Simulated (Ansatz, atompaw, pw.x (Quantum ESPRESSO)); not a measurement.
# pw.x on fcc Ga: one setting changed

Potential: PAW, atompaw 4.2.0.5, PBE; core [Ar] 3d10, reference 4s1.75 4p1.25; waves: 4s (bound); 4s channel at 4.7 Ry; 4p (bound); 4p channel at 3.15 Ry; 4d channel at 0.2 Ry; local part: bessel scheme, radius 2.00 bohr; core correction: smooth core density matched at 1.15 bohr; augmentation: sinc compensation charge, radius 2.15 bohr; PAW radius 2.30 bohr; waves and projectors: bloechl.

The reference run (k-mesh 13³, cutoffs 40/400 Ry, Fermi–Dirac 0.01 Ry, mixing_beta 0.4, conv_thr 1e-9, no spin) gives -0.79 GPa at 19.025 Å³/atom, where all-electron LAPW gives -0.07 GPa. This run, with its own iteration cap, changes degauss to 0.002.

```
&control
  calculation='scf', prefix='x', pseudo_dir='./', outdir='./tmp', tstress=.true., disk_io='none'
/
&system
  ibrav=0, nat=1, ntyp=1, ecutwfc=40, ecutrho=400, nbnd=8,
  occupations='smearing', smearing='fd', degauss=0.002
/
&electrons
  conv_thr=1e-09, mixing_beta=0.4, electron_maxstep=60
/
ATOMIC_SPECIES
Ga 1.0 Ga.UPF
CELL_PARAMETERS angstrom
  0.00000000 2.11884029 2.11884029
  2.11884029 0.00000000 2.11884029
  2.11884029 2.11884029 0.00000000
ATOMIC_POSITIONS crystal
Ga 0.0000 0.0000 0.0000
K_POINTS automatic
13 13 13 0 0 0
```

```bash
pw.x < Ga.scf.in > Ga.scf.out
```

Q: How does the run end?

A: It converges in 5 iterations; the free energy moves by +10.5 meV/atom and the pressure by +0.00 GPa. In a metal, with Fermi–Dirac smearing, F lies below its zero-width value by a term in the square of the width.

```
Message from routine setup:
     using ibrav=0 with symmetry is DISCOURAGED, use correct ibrav instead
     lattice parameter (alat)  =       5.6626  a.u.
     unit-cell volume          =     128.3871 (a.u.)^3
     number of electrons       =         3.00
     number of Kohn-Sham states=            8
     kinetic-energy cutoff     =      40.0000  Ry
     charge density cutoff     =     400.0000  Ry
     scf convergence threshold =      1.0E-09
     Exchange-correlation= SLA PW PBX PBC
     number of k points=    84  Fermi-Dirac smearing, width (Ry)=  0.0020
     iteration #  1     ecut=    40.00 Ry     beta= 0.40
     total energy              =    -153.49640069 Ry
     estimated scf accuracy    <       0.00156710 Ry
     iteration #  2     ecut=    40.00 Ry     beta= 0.40
     total energy              =    -153.49615159 Ry
     estimated scf accuracy    <       0.00051011 Ry
     iteration #  3     ecut=    40.00 Ry     beta= 0.40
     total energy              =    -153.49617033 Ry
     estimated scf accuracy    <       0.00000168 Ry
     iteration #  4     ecut=    40.00 Ry     beta= 0.40
     total energy              =    -153.49617042 Ry
     estimated scf accuracy    <       0.00000014 Ry
     iteration #  5     ecut=    40.00 Ry     beta= 0.40
     the Fermi energy is     5.8378 ev
!    total energy              =    -153.49617043 Ry
     estimated scf accuracy    <          1.0E-10 Ry
     smearing contrib. (-TS)   =      -0.00005195 Ry
     The total energy is F=E-TS. E is the sum of the following terms:
     one-electron contribution =       2.90293575 Ry
     hartree contribution      =       0.01970629 Ry
     xc contribution           =     -18.73480068 Ry
     ewald contribution        =      -5.15278118 Ry
     one-center paw contrib.   =    -132.53117866 Ry
     convergence has been achieved in   5 iterations
          total   stress  (Ry/bohr**3)                   (kbar)     P=       -7.85
     Message from routine punch:
     Nothing written, as per user request (disk_io='none')
```

The run took about 5.1 s on one core of a shared host (Intel(R) Xeon(R) 6975P-C, 192 threads, 1488 GiB, load 78).
